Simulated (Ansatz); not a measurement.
Runs of Ansatz 0.2.0 on Tl. It takes space group P6_3/mmc (No. 194, hexagonal). The conventional cell has a = 3.456 Å, b = 3.456 Å, c = 5.525 Å, α = 90.00°, β = 90.00°, γ = 120.00°. Tl (site symmetry -6m2) is surrounded by 12 Tl at 3.41 to 3.46 Å. 

| task | level | cell | cutoff (eV) | pressure (GPa) |
| --- | --- | --- | --- | --- |
| band structure | PBEsol | as given | 167 | 0.2 |
| relaxation of cell and atoms | LDA | relaxed to 20 GPa | - | 20.0 |
| relaxation of cell and atoms | LDA | relaxed to 10 GPa | - | 10.0 |
| relaxation of cell and atoms | LDA | relaxed to 30 GPa | - | 30.0 |
| relaxation of cell and atoms | LDA | relaxed | - | 0.0 |
| band structure | RPBE | as given | 167 | (a) |
| band structure | BLYP | as given | 167 | 7.2 |
| band structure | revPBE | as given | 167 | 4.8 |

Alike in all rows: potentials or basis all-electron LAPW, scalar-relativistic; no spin polarisation; k mesh 9 × 9 × 5; smearing fermi-dirac 0.05 eV; basis error allowed 0.001 eV/atom.

Problem. Fill in the values left out.

Solution. (a) 5.4.
